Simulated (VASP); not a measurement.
A run of VASP 6.6.1:

The input INCAR:

```
ALGO = Normal ; EDIFF = 1E-6
ENCUT = 520 ; GGA = PE
ISIF = 2 ; ISMEAR = 0
IVDW = 12 ; LASPH = True
LCHARG = True ; LELF = True
LREAL = False ; LVHAR = True
LWAVE = False ; NBANDS = 11
NELM = 100 ; PREC = Accurate
SIGMA = 0.02
```

KPOINTS

```
k-points
0
Gamma
  8 8 8
```

File POSCAR:

```
NaH
1.0
    0.0000000000      2.3589588268      2.3589588268
    2.3589588268      0.0000000000      2.3589588268
    2.3589588268      2.3589588268      0.0000000000
Na H
1 1
Direct
    0.0000000000      0.0000000000      0.0000000000
    0.5000000000      0.5000000000      0.5000000000
```

Potentials or basis: VASP PAW PBE potentials, release 64 (Na_pv, H).

The run is started by

```bash
$ cat potpaw_PBE.64/Na_pv/POTCAR potpaw_PBE.64/H/POTCAR > POTCAR
$ mpirun -np 1 vasp_std > vasp.out
```

Hardware: 1 thread of AMD EPYC 9R45 96-Core Processor (Zen 5) (shared host).

Question: How long does it take, and how much memory?

Answer: It took 6.5 s on 1 thread of AMD EPYC 9R45 96-Core Processor (Zen 5), on a shared host, peak memory 0.13 GiB. Counts: scf iterations 12, k points 29.
